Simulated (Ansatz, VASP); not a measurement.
## TePb: VASP beside Ansatz

The input POSCAR:

```
TePb
1.0
    0.0000000000      3.2678373030      3.2678373030
    3.2678373030      0.0000000000      3.2678373030
    3.2678373030      3.2678373030      0.0000000000
Pb Te
1 1
Direct
    0.0000000000      0.0000000000      0.0000000000
    0.5000000000      0.5000000000      0.5000000000
```

File INCAR.step1:

```
SYSTEM = TePb
PREC = Accurate
ENCUT = 520
ISMEAR = 0
SIGMA = 0.01
LREAL = .FALSE.
LASPH = .TRUE.
NELM = 60
NBANDS = 17
GGA = PE
ALGO = Normal
EDIFF = 1E-4
LWAVE = .TRUE.
LCHARG = .FALSE.
```

The input INCAR.step2:

```
SYSTEM = TePb
PREC = Accurate
ENCUT = 520
EDIFF = 1E-7
ISMEAR = 0
SIGMA = 0.01
LREAL = .FALSE.
LASPH = .TRUE.
NELM = 60
ALGO = Normal
ISIF = 2
LWAVE = .FALSE.
LCHARG = .FALSE.
METAGGA = R2SCAN
LMIXTAU = .TRUE.
NBANDS = 17
ISTART = 1
```

File KPOINTS:

```
Automatic mesh
0
G
  8 8 8
  0 0 0
```

Input for Ansatz:

```yaml
crystal:
  lattice:
    - [0.0, 3.267837303, 3.267837303]
    - [3.267837303, 0.0, 3.267837303]
    - [3.267837303, 3.267837303, 0.0]
  atoms:
    - { symbol: Pb, position: [0.0, 0.0, 0.0] }
    - { symbol: Te, position: [0.5, 0.5, 0.5] }
kpoints:
  mp_grid: { grid: [8, 8, 8] }
  band_path:
    path:
      - [0.0, 0.0, 0.0]
      - [0.5, 0.0, 0.5]
      - [0.625, 0.25, 0.625]
      - [0.375, 0.375, 0.75]
      - [0.5, 0.5, 0.5]
      - [0.5, 0.25, 0.75]
    npoints: 1
hamiltonian:
  xc: r2scan
scf:
  occupations: { method: fixed }
  n_extra_bands: 4
output:
  forces: true
  stress: true
  eigenvalues: true
  write_density: true
  write_potential: true
  elf: true
  volumetric_format: npy
```

The cell was built by a generator and needn't be a form met in nature.

Alike in both runs: task single point; functional r2SCAN; k mesh 8 × 8 × 8; no spin polarisation.

|  | VASP | Ansatz |
| --- | --- | --- |
| version | VASP 6.6.1 | Ansatz 0.2.0 |
| potentials or method | VASP PAW PBE potentials, release 64 (Pb_d, Te) | plane waves, PAW |
| plane-wave cutoff (eV) | 520 | 500 |
| occupations | gaussian, width 0.01 eV | fixed |
| valence electrons in the cell | 20 | 30 |

```csv
,VASP,Ansatz,Ansatz less VASP
gap on the k mesh at the Fermi level (eV),1.09,1.09,-0.004
pressure (GPa),0.0,0.0,+0.01
```

The two sets of potentials don't hold the same shells in valence.

Caveats: the PAW data sets were made with another functional, which shifts forces and pressure a little (VASP); spin-orbit coupling is left out, which as a rule narrows the gap of such compounds by several tenths of an eV. A k mesh can miss the band edges.
